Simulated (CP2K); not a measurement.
The system is TiO2.

```
Ti O
1.0
     5.29100    0.00000    0.00000
    -2.64550    4.58214    0.00000
     0.00000    0.00000    6.13300
Ti O
3 6
Direct
  0.45366 0.99731 0.33395
  0.00066 0.45031 0.66729
  0.54766 0.54431 0.00062
  0.40275 0.32449 0.21003
  0.69766 0.10231 0.54895
  0.89566 0.58931 0.88229
  0.30366 0.40531 0.78562
  0.10566 0.69431 0.45229
  0.59266 0.89231 0.11895
```

The cell comes from a database or a generator and needn't be the stable form of this composition.

The cell isn't the ideal one: atom 4 moved 0.15 Å.

Base run:

| Property | Result |
| --- | --- |
| Program | CP2K 2026.2 |
| Functional | LDA |
| Potentials or basis | POTENTIAL_UZH Ti GTH-PBE-q12, O GTH-PBE-q6; DZVP-MOLOPT-PBE-GTH basis |
| Density cutoff | 11565 eV |
| k mesh | 5 × 5 × 4 |
| Occupations | fermi-dirac, width 0.05 eV |
| Spin | no spin polarisation |

Its results: band gap on the k mesh 3.66 eV, indirect (least direct gap 3.82 eV); pressure 3.3 GPa; largest force 5.955 eV/Å.

**Question.** After a change of settings the same cell gave: band gap on the k mesh 3.69 eV, indirect (least direct gap 3.84 eV); pressure 7.3 GPa; largest force 6.178 eV/Å. Which change was it?
A. functional from LDA to PBEsol
B. functional from LDA to TPSS
C. functional from LDA to vdW-DF2
D. functional from LDA to rev-vdW-DF2

**Answer.** D.

Caveats: the potentials were made for another functional, which shifts forces and pressure; an odd mesh through Γ misses points on the zone boundary, where band edges often lie; the basis of atomic orbitals isn't converged, which shifts pressures, moduli and gaps.

Runs at the PBE level aren't shown here.
